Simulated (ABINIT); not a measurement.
**BN in ABINIT: the effect of target pressure**

Crystal: BN.

```
N B
1.0
     2.55394    0.00000    0.00000
    -1.27697    2.21178    0.00000
     0.00000    0.00000    4.22685
N B
2 2
Direct
  0.33333 0.66667 0.12528
  0.66667 0.33333 0.62528
  0.33333 0.66667 0.49972
  0.66667 0.33333 0.99972
```

Measurements of this composition are mostly on another form, of space group No. 194.

Alike in all runs:

| Item | Value |
| --- | --- |
| Program | ABINIT 10.8.3 (patched build) |
| Task | relaxation of cell and atoms |
| Functional | PBE |
| Potentials or basis | JTH PAW PBE v2.0 |
| Cutoff | 707 eV |
| k mesh | 12 × 12 × 6 |
| Occupations | fermi-dirac, width 0.05 eV |
| Spin | no spin polarisation |

Each run relaxes the cell or the atoms first.

```csv
target pressure,relaxed volume (Å³/atom),gap on the mesh (eV)
0 GPa,5.97,5.20
5 GPa,5.89,5.17
10 GPa,5.82,5.15
20 GPa,5.68,5.10
30 GPa,?,?
```

Task: What does the run with target pressure 30 GPa give?

Result: Relaxed volume 5.56 Å³/atom; gap on the mesh 5.04 eV.

Worked out: In Murnaghan's law V^(-B') rises as a straight line in P. The other rows fit best with B' = 2.9, V0 = 5.97 Å³/atom and B0 = 375 GPa, which gives 5.55 Å³/atom at 30 GPa, against the run's 5.56. A straight line through the other rows of the gap on the mesh, of slope -0.00491 eV per GPa, extrapolates to 5.05 eV, against the run's 5.04.

Caveats: the atomic spheres overlap (some runs).

A k mesh can miss the band edges.
